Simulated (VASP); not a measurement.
# Be18H in VASP: a series of runs

One slab, Be18H, is run at these levels: PBEsol; tasks: single point, relaxation of the atoms.

Everything below comes from runs of VASP 6.6.1. Logs are shortened: lines on timing, memory, paths and dates and some standing lists are left out, and cuts for length are marked.

## Step 1: Starting point

The cell holds a slab with vacuum, 19 atoms: a = 4.580 Å, b = 6.870 Å, c = 14.588 Å, α = 90.00°, β = 90.00°, γ = 60.00°.

The cell was built by a generator and needn't be a form met in nature.

## Step 2: Single point, PBEsol

The input, INCAR:

```
PREC = Accurate
ENCUT = 520
EDIFF = 1E-7
ISMEAR = 0
SIGMA = 0.1
LREAL = Auto
LASPH = True
NELM = 100
ALGO = Fast
ISIF = 2
LWAVE = False
LCHARG = True
GGA = PS
LELF = True
LVHAR = True
NBANDS = 34
```

The input, KPOINTS:

```
regular mesh
0
Gamma
  6 4 1
```

The input, POSCAR:

```
Be18H
1.0
    4.5800000000      0.0000000000      0.0000000000
    3.4350000000      5.9495950000      0.0000000000
    0.0000000000      0.0000000000     14.5884300000
Be H
18 1
Direct
    0.0000000000      0.0000000000      0.0685475000
    0.5000000000      0.0000000000      0.0685475000
    0.0000000000      0.3333333000      0.0685475000
    0.5000000000      0.3333333000      0.0685475000
    0.0000000000      0.6666667000      0.0685475000
    0.5000000000      0.6666667000      0.0685475000
   -0.1654408501      0.2224849712      0.1953051360
    0.3296628504      0.2249008320      0.1945561723
   -0.1670040398      0.5541719493      0.1904084237
    0.3365797909      0.5532562633      0.1958118820
   -0.1705993167      0.8905906768      0.1964374212
    0.3377835474      0.8862166984      0.1958754506
    0.0005875474     -0.0011230276      0.3226834750
    0.4953456402      0.0048745986      0.3203998337
    0.0030471207      0.3288236519      0.3208667658
    0.5056897875      0.3252060045      0.3183227736
    0.0018704770      0.6676831938      0.3205735467
    0.4952991696      0.6683381711      0.3206074997
    0.8334741858      0.5549122670      0.3767539247
```

Potentials or basis: VASP PAW PBE potentials, release 64 (Be, H).

On the command line:

```sh
> cat potpaw_PBE.64/Be/POTCAR potpaw_PBE.64/H/POTCAR > POTCAR
> mpirun -np 1 vasp_std > vasp.out
```

OUTCAR:

```text
PREC = Accurate
   ENCUT = 520
   EDIFF = 1E-7
   ISMEAR = 0
   LREAL = Auto
   LASPH = True
   NELM = 100
   ISIF = 2
   GGA = PS

 ion  position               nearest neighbor table
   1  0.000  0.000  0.069-   7 2.27  11 2.29   3 2.29   5 2.29   2 2.29   2 2.29   6 2.29   4 2.29
                            12 2.29
   2  0.500  0.000  0.069-   8 2.27  11 2.28  12 2.28   6 2.29   4 2.29   1 2.29   1 2.29   5 2.29
                             3 2.29
   3  0.000  0.333  0.069-   9 2.21   8 2.26   7 2.27   1 2.29   4 2.29   4 2.29   2 2.29   6 2.29
                             5 2.29
   4  0.500  0.333  0.069-   8 2.26  10 2.27   7 2.28   2 2.29   3 2.29   3 2.29   1 2.29   5 2.29
                             6 2.29
   5  0.000  0.667  0.069-   9 2.22  10 2.29   1 2.29   6 2.29   6 2.29   2 2.29   4 2.29   3 2.29
                            11 2.29
   6  0.500  0.667  0.069-   9 2.21  12 2.27  10 2.28   2 2.29   5 2.29   5 2.29   1 2.29   3 2.29
                             4 2.29
   7  0.835  0.222  0.195-  16 2.22  15 2.25   3 2.27   1 2.27   8 2.28   4 2.28   9 2.28  10 2.28
                            13 2.29  11 2.29   8 2.30  12 2.31
   8  0.330  0.225  0.195-  16 2.22  15 2.25  14 2.25   3 2.26   4 2.26   9 2.27  10 2.27   2 2.27
                             7 2.28  11 2.29   7 2.30  12 2.31
   9  0.833  0.554  0.190-   3 2.21   6 2.21   5 2.22   8 2.27  12 2.28   7 2.28  10 2.28  10 2.30
[... 4 lines left out ...]
                             8 2.29   9 2.30  12 2.31  10 2.32
  12  0.338  0.886  0.196-  18 2.23  14 2.25  11 2.27   6 2.27   9 2.28   2 2.28  13 2.28  10 2.29
                             1 2.29   7 2.31   8 2.31  11 2.31
  13  0.001  0.999  0.323-  16 2.26  11 2.27  18 2.27  15 2.27  17 2.27  12 2.28   7 2.29  14 2.29
                            14 2.29
  14  0.495  0.005  0.320-  16 2.22  15 2.24  11 2.24  12 2.25   8 2.25  13 2.29  13 2.29  18 2.31
                            17 2.32
  15  0.003  0.329  0.321-  19 1.57  14 2.24   7 2.25   8 2.25  13 2.27  16 2.29  16 2.29  17 2.33
                             9 2.33  18 2.33
  16  0.506  0.325  0.318-   7 2.22   8 2.22  14 2.22  10 2.24  13 2.26  15 2.29  15 2.29  17 2.33
                            18 2.33
  17  0.002  0.668  0.321-  19 1.57  11 2.24  10 2.25  18 2.26  13 2.27  18 2.32  14 2.32  15 2.33
                             9 2.33  16 2.33
  18  0.495  0.668  0.321-  19 1.57  12 2.23  10 2.25  17 2.26  13 2.27  14 2.31  17 2.32   9 2.32
                            15 2.33  16 2.33
  19  0.833  0.555  0.377-  17 1.57  18 1.57  15 1.57

  LATTYP: Found a simple monoclinic cell.
 ALAT       =     4.5800000000
 B/A-ratio  =     3.1852467249
 C/A-ratio  =     1.3228757576
 COS(beta)  =    -0.1889822219

  Lattice vectors:

 A1 = (   4.5800000000,   0.0000000000,   0.0000000000)
 A2 = (   0.0000000000,   0.0000000000, -14.5884300000)
 A3 = (  -1.1450000000,   5.9495950000,   0.0000000000)

Analysis of symmetry for initial positions (statically):
=====================================================================
 Subroutine PRICEL returns:
 Original cell was already a primitive cell.

 Routine SETGRP: Setting up the symmetry group for a
 simple monoclinic supercell.

 Subroutine GETGRP returns: Found  1 space group operations
 (whereof  1 operations were pure point group operations)
 out of a pool of  4 trial point group operations.

The static configuration has the point symmetry C_1 .

Analysis of symmetry for dynamics (positions and initial velocities):
=====================================================================
 Subroutine PRICEL returns:
 Original cell was already a primitive cell.

 Routine SETGRP: Setting up the symmetry group for a
 simple monoclinic supercell.

 Subroutine GETGRP returns: Found  1 space group operations
 (whereof  1 operations were pure point group operations)
 out of a pool of  4 trial point group operations.

The dynamic configuration has the point symmetry C_1 .

 Subroutine INISYM returns: Found  1 space group operations
[... 47 lines left out ...]
   NUPDOWN=      -1.0000    fix difference up-down
   EMIN   =  10.00;   EMAX   =-10.00  energy-range for DOS
   EFERMI =   0.00;   METHOD = LEGACY
   ISMEAR =     0;   SIGMA  =   0.10  broadening in eV -4-tet -1-fermi 0-gaus
   EFERMI_NEDOS =   21; number of points for ismear=-14 and -15
   IALGO  =     68    algorithm
   IMIX   =      4    mixing-type and parameters
     AMIX     =   0.40;   BMIX     =  1.00
     AMIX_MAG =   1.60;   BMIX_MAG =  1.00
  volume/ion in A,a.u.               =      20.92       141.19
  Fermi-wavevector in a.u.,A,eV,Ry     =   0.741916  1.402019  7.489189  0.550440
  Thomas-Fermi vector in A             =   1.836671
   LORBIT       =      0    0 simple, 1 ext, 2 COOP (PROOUT), +10 PAW based schemes
   GGA     = PS    functional components
   LHFCALC =     F    Hartree Fock is set to
   AEXX    =    0.0000 exact exchange contribution
   IVDW    =     0    specifies the selected vdW correction
   LEPSILON=     F    determine dielectric tensor
   LRPA    =     F    only Hartree local field effects (RPA)
 non-spin polarized calculation
 RMM-DIIS sequential band-by-band and
 Gauss-broadening in eV      SIGMA  =   0.10
  energy-cutoff  :      520.00
  volume of cell :      397.52
 maximum number of plane-waves:     10732
 NGX is ok and might be reduce to    36
   NGX = 17   NGY = 25   NGZ = 55

 number of electron      37.0000000 magnetization

 Free energy of the ion-electron system (eV)
  ---------------------------------------------------
  ext. energy  EPLUGINS =         0.00000000
  ---------------------------------------------------
  free energy    TOTEN  =       -69.08143786 eV

  energy without entropy =      -69.05542004  energy(sigma->0) =      -69.06842895

 E-fermi :  -0.9020     XC(G=0):  -5.2805

 val. band max:       -0.9240846690   @ k =   0.3333   0.5000   0.0000
 cond. band min:      -0.8448780290   @ k =   0.5000   0.2500   0.0000
 fundamental gap:      0.0792066401
 Fermi energy:        -0.9020252635

 k-point     1 :       0.0000    0.0000    0.0000
  band No.  band energies     occupation
      1     -10.5612      2.00000
      2      -8.8238      2.00000
      3      -7.5752      2.00000
      4      -7.2958      2.00000
      5      -6.5880      2.00000
      6      -5.1525      2.00000
[... 451 lines left out ...]
     29       4.1360      0.00000
     30       4.1914      0.00000
 [bands above 30 left out]

------------------------ aborting loop because EDIFF is reached ----------------------------------------

  FORCE on cell =-STRESS in cart. coord.  units (eV):
  Direction    XX          YY          ZZ          XY          YZ          ZX
  --------------------------------------------------------------------------------------
  -------------------------------------------------------------------------------------
  Total      -14.5412904    -14.3448567      0.3032924      0.0189710      0.0195204      0.0131810
  in kB      -58.6073511    -57.8156428      1.2223925      0.0764607      0.0786753      0.0531247
  external PRESSURE =     -38.4002005 kB  Pullay stress =       0.0000000 kB

 VOLUME and BASIS-vectors are now :
 -----------------------------------------------------------------------------
  energy-cutoff  :      520.00
  volume of cell :      397.52
      direct lattice vectors                 reciprocal lattice vectors
     4.580000000  0.000000000  0.000000000     0.218340611 -0.126059001  0.000000000
     3.435000000  5.949595000  0.000000000     0.000000000  0.168078668  0.000000000
     0.000000000  0.000000000 14.588430000     0.000000000  0.000000000  0.068547472

 POSITION                                       TOTAL-FORCE (eV/Angst)
 -----------------------------------------------------------------------------------
      0.00000      0.00000      1.00000         0.035257     -0.036142     -0.086693
      2.29000      0.00000      1.00000        -0.030309     -0.061498      0.013919
      1.14500      1.98320      1.00000        -0.036364     -0.035149      0.037392
      3.43500      1.98320      1.00000         0.029548     -0.004431      0.041411
      2.29000      3.96640      1.00000        -0.011823      0.080261     -0.078052
      4.58000      3.96640      1.00000         0.014969      0.055838     -0.016816
[... 11 lines left out ...]
      4.56421      3.97634      4.67716         0.022258     -0.014419     -0.002908
      5.72344      3.30150      5.49625         0.003558      0.003368      0.013804
 -----------------------------------------------------------------------------------
    total drift:                                0.000752      0.000780      0.001946

  FREE ENERGIE OF THE ION-ELECTRON SYSTEM (eV)
  ---------------------------------------------------
  free  energy   TOTEN  =       -69.0814378585 eV

  energy  without entropy=      -69.0554200362  energy(sigma->0) =      -69.06842895
```

It took 3.1 min on 1 thread of Intel Xeon 6975P-C (Granite Rapids), shared host; peak memory 0.51 GiB.

Results:

```yaml
Free_energy: -69.0814 eV
Largest_force: 0.113 eV/Å
Band_gap_on_the_k_mesh: none (metal or under the smearing width)
```

Forces on the atoms (eV/Å):
```
Be   0.035 -0.036 -0.087
Be  -0.030 -0.061  0.014
Be  -0.036 -0.035  0.037
Be   0.030 -0.004  0.041
Be  -0.012  0.080 -0.078
Be   0.015  0.056 -0.017
Be   0.007  0.000  0.015
Be  -0.004  0.000  0.001
Be  -0.014 -0.001  0.000
Be   0.009 -0.007  0.003
Be  -0.005 -0.002 -0.004
Be  -0.001  0.002 -0.001
Be   0.019  0.021  0.025
Be  -0.015 -0.002  0.010
Be   0.001  0.014 -0.012
Be  -0.003  0.006  0.018
Be  -0.021 -0.019  0.023
Be   0.022 -0.014 -0.003
H    0.004  0.003  0.014
```

Levels at points of the mesh, in eV from the Fermi level:
| k point | band 14 | band 15 | band 16 | band 17 | band 18 | band 19 | band 20 | band 21 | band 22 | band 23 |
| --- | --- | --- | --- | --- | --- | --- | --- | --- | --- | --- |
| (0.00, 0.00, 0.00) | -1.89 | -1.71 | -1.23 | -0.98 | -0.22 | -0.08 | 1.53 | 1.95 | 2.74 | 3.20 |
| (0.50, 0.00, 0.00) | -1.31 | -0.80 | -0.54 | -0.11 | 0.13 | 0.19 | 0.32 | 1.09 | 1.28 | 2.13 |
| (0.00, 0.50, 0.00) | -1.89 | -1.72 | -1.69 | -1.24 | -0.88 | -0.20 | -0.07 | 2.64 | 2.72 | 3.00 |
| (0.50, 0.50, 0.00) | -2.16 | -1.12 | -0.39 | -0.24 | -0.16 | 0.40 | 0.58 | 2.39 | 2.67 | 3.37 |

Caveat: the PAW data sets were made with another functional, which shifts forces and pressure a little.

## Step 3: Relaxation of the atoms, PBEsol

The input, INCAR:

```
SYSTEM = Be18H
  PREC = Accurate
  ENCUT = 520
  EDIFF = 1E-7
  ISMEAR = 0
  SIGMA = 0.1
  LREAL = Auto
  LASPH = .TRUE.
  NELM = 100
  ALGO = Fast
  ISIF = 2
  LWAVE = .FALSE.
  LCHARG = .FALSE.
  GGA = PS
  IBRION = 2
  NSW = 80
  EDIFFG = -0.03
```

The input, KPOINTS:

```
regular mesh
0
G
  6 4 1
  0 0 0
```

The input, POSCAR:

```
Be18H
1.0
    4.5800000000      0.0000000000      0.0000000000
    3.4350000000      5.9495950000      0.0000000000
    0.0000000000      0.0000000000     14.5884300000
Be H
18 1
Selective dynamics
Direct
    0.0000000000      0.0000000000      0.0685475000  F F F
    0.5000000000      0.0000000000      0.0685475000  F F F
    0.0000000000      0.3333333000      0.0685475000  F F F
    0.5000000000      0.3333333000      0.0685475000  F F F
    0.0000000000      0.6666667000      0.0685475000  F F F
    0.5000000000      0.6666667000      0.0685475000  F F F
   -0.1666667000      0.2222222000      0.1915364000  T T T
    0.3333333000      0.2222222000      0.1915364000  T T T
   -0.1666667000      0.5555556000      0.1915364000  T T T
    0.3333333000      0.5555556000      0.1915364000  T T T
   -0.1666667000      0.8888889000      0.1915364000  T T T
    0.3333333000      0.8888889000      0.1915364000  T T T
    0.0000000000      0.0000000000      0.3145253000  T T T
    0.5000000000      0.0000000000      0.3145253000  T T T
    0.0000000000      0.3333333000      0.3145253000  T T T
    0.5000000000      0.3333333000      0.3145253000  T T T
    0.0000000000      0.6666667000      0.3145253000  T T T
    0.5000000000      0.6666667000      0.3145253000  T T T
    0.6969995000      0.5394972000      0.3796454000  T T T
```

Potentials or basis: VASP PAW PBE potentials, release 64 (Be, H).

On the command line:

```sh
> cat potpaw_PBE.64/Be/POTCAR potpaw_PBE.64/H/POTCAR > POTCAR
> mpirun -np 1 vasp_std > vasp.out
```

Run time: 35 min. Hardware: 1 thread of Intel Xeon 6975P-C (Granite Rapids), shared host; peak memory 0.56 GiB.

Results (log left out):

- Free energy: -69.0815 eV
- Energy gained by relaxing: 28.0 meV/atom
- Ionic steps: 27
- Band gap on the k mesh: none (metal or under the smearing width)

The path:
```
step  energy change (eV)  largest force (eV/Å)  pressure (GPa)
   1              0.0000                2.2516           -3.00
   2             -0.1979                0.6009           -3.24
   3             -0.1979                0.6014           -3.24
   4             -0.2386                0.4283           -3.29
   5             -0.2649                0.3670           -3.34
   6             -0.2821                0.2286           -3.39
   7             -0.2955                0.2765           -3.48
   8             -0.3105                0.2486           -3.57
   9             -0.3199                0.3521           -3.69
  10             -0.3348                0.3998           -3.77
  11             -0.3755                0.5157           -3.99
  12             -0.4081                0.4386           -4.37
  13             -0.4099                0.5249           -4.26
  14             -0.4281                0.4590           -4.32
  15             -0.4470                0.2857           -4.43
  16             -0.4606                0.2289           -4.42
  17             -0.4852                0.2282           -4.38
  18             -0.4882                0.2363           -4.35
  19             -0.4998                0.1974           -4.31
  20             -0.5152                0.1783           -4.19
  21             -0.5207                0.1654           -4.16
  22             -0.5229                0.1511           -4.12
  23             -0.5265                0.1327           -4.07
  24             -0.5281                0.1108           -4.01
  25             -0.5309                0.1002           -3.95
  26             -0.5313                0.0944           -3.91
  27             -0.5324                0.1007           -3.88
```

Final structure:
```cif
data_structure
_symmetry_space_group_name_H-M 'P 1'
_symmetry_Int_Tables_number 1
_cell_length_a 4.5800
_cell_length_b 6.8700
_cell_length_c 14.5884
_cell_angle_alpha 90.000
_cell_angle_beta 90.000
_cell_angle_gamma 60.000
_cell_volume 397.52
loop_
_atom_site_label
_atom_site_type_symbol
_atom_site_fract_x
_atom_site_fract_y
_atom_site_fract_z
_atom_site_occupancy
Be1 Be 0.00000 0.00000 0.06855 1
Be2 Be 0.50000 0.00000 0.06855 1
Be3 Be 0.00000 0.33333 0.06855 1
Be4 Be 0.50000 0.33333 0.06855 1
Be5 Be 0.00000 0.66667 0.06855 1
Be6 Be 0.50000 0.66667 0.06855 1
Be7 Be 0.83376 0.22177 0.19567 1
Be8 Be 0.32863 0.22424 0.19472 1
Be9 Be 0.83166 0.55360 0.19048 1
Be10 Be 0.33609 0.55205 0.19600 1
Be11 Be 0.82834 0.89011 0.19662 1
Be12 Be 0.33699 0.88533 0.19613 1
Be13 Be 0.99952 0.99826 0.32325 1
Be14 Be 0.49368 0.00397 0.32078 1
Be15 Be 0.00154 0.32821 0.32094 1
Be16 Be 0.50454 0.32406 0.31875 1
Be17 Be 0.99995 0.66629 0.32083 1
Be18 Be 0.49472 0.66683 0.32080 1
H1 H 0.83252 0.55366 0.37725 1
```

Levels at points of the mesh, in eV from the Fermi level:
```csv
k point,band 16,band 17,band 18,band 19,band 20,band 21
"(0.00, 0.00, 0.00)",-1.23,-0.98,-0.22,-0.07,1.52,1.94
"(0.50, 0.00, 0.00)",-0.53,-0.12,0.13,0.19,0.31,1.08
"(0.00, 0.50, 0.00)",-1.68,-1.25,-0.89,-0.20,-0.08,2.64
"(0.50, 0.50, 0.00)",-0.40,-0.25,-0.16,0.40,0.58,2.39
```

Caveat: the PAW data sets were made with another functional, which shifts forces and pressure a little.

## Step 4: Single point, PBEsol

The input, INCAR:

```
ALGO = Fast ; EDIFF = 1E-6
ENCUT = 520 ; GGA = PS
ISIF = 2 ; ISMEAR = 0
LASPH = True ; LCHARG = False
LREAL = Auto ; LWAVE = False
NBANDS = 34 ; NELM = 100
PREC = Accurate ; SIGMA = 0.1
```

The input, KPOINTS:

```
k-points
0
Gamma
  6 4 1
```

The input, POSCAR:

```
Be18H
1.0
    4.5800000000      0.0000000000      0.0000000000
    3.4350000000      5.9495950000      0.0000000000
    0.0000000000      0.0000000000     14.5884300000
Be H
18 1
Direct
    0.0000000000      0.0000000000      0.0685474722
    0.5000000000      0.0000000000      0.0685474722
    0.0000000420      0.3333332773      0.0685474722
    0.5000000420      0.3333332773      0.0685474722
   -0.0000000420      0.6666667227      0.0685474722
    0.4999999580      0.6666667227      0.0685474722
   -0.1654407431      0.2224848918      0.1953051151
    0.3296627870      0.2249008546      0.1945561654
   -0.1670041142      0.5541720067      0.1904084264
    0.3365798168      0.5532563141      0.1958118865
   -0.1705993599      0.8905907041      0.1964374508
    0.3377836012      0.8862166248      0.1958754300
    0.0005875227     -0.0011231017      0.3226834553
    0.4953455652      0.0048746175      0.3203997963
    0.0030470522      0.3288237267      0.3208667417
    0.5056898221      0.3252060014      0.3183227393
    0.0018705226      0.6676832625      0.3205735641
    0.4952992657      0.6683380970      0.3206074951
    0.8334741281      0.5549122251      0.3767539070
```

On the command line:

```sh
> cat potpaw_PBE.64/Be/POTCAR potpaw_PBE.64/H/POTCAR > POTCAR
> mpirun -np 1 vasp_std > vasp.out
```

Wall time 2.7 min (1 thread of Intel Xeon 6975P-C (Granite Rapids), shared host); peak memory 0.51 GiB.

It converged, with:

| Property | Result |
| --- | --- |
| Free energy | -69.0814 eV |
| Largest force | 0.113 eV/Å |
| Band gap on the k mesh | none (metal or under the smearing width) |

Forces in eV/Å, atoms in the order of the input:
```
Be   0.035 -0.036 -0.087
Be  -0.030 -0.062  0.014
Be  -0.036 -0.035  0.037
Be   0.030 -0.004  0.041
Be  -0.012  0.080 -0.078
Be   0.015  0.056 -0.017
Be   0.007  0.000  0.015
Be  -0.004  0.000  0.001
Be  -0.014 -0.001  0.000
Be   0.009 -0.007  0.003
Be  -0.005 -0.002 -0.004
Be  -0.001  0.002 -0.001
Be   0.019  0.021  0.025
Be  -0.015 -0.002  0.010
Be   0.001  0.014 -0.012
Be  -0.003  0.006  0.018
Be  -0.021 -0.019  0.023
Be   0.022 -0.014 -0.003
H    0.004  0.003  0.014
```

Levels at points of the mesh, in eV from the Fermi level:
```csv
k point,band 15,band 16,band 17,band 18,band 19,band 20,band 21,band 22
"(0.00, 0.00, 0.00)",-1.71,-1.23,-0.98,-0.22,-0.08,1.53,1.95,2.74
"(0.50, 0.00, 0.00)",-0.80,-0.54,-0.11,0.13,0.19,0.32,1.09,1.28
"(0.00, 0.50, 0.00)",-1.72,-1.69,-1.24,-0.88,-0.20,-0.07,2.64,2.72
"(0.50, 0.50, 0.00)",-1.12,-0.39,-0.24,-0.16,0.40,0.58,2.39,2.67
```

Caveat: the PAW data sets were made with another functional, which shifts forces and pressure a little.
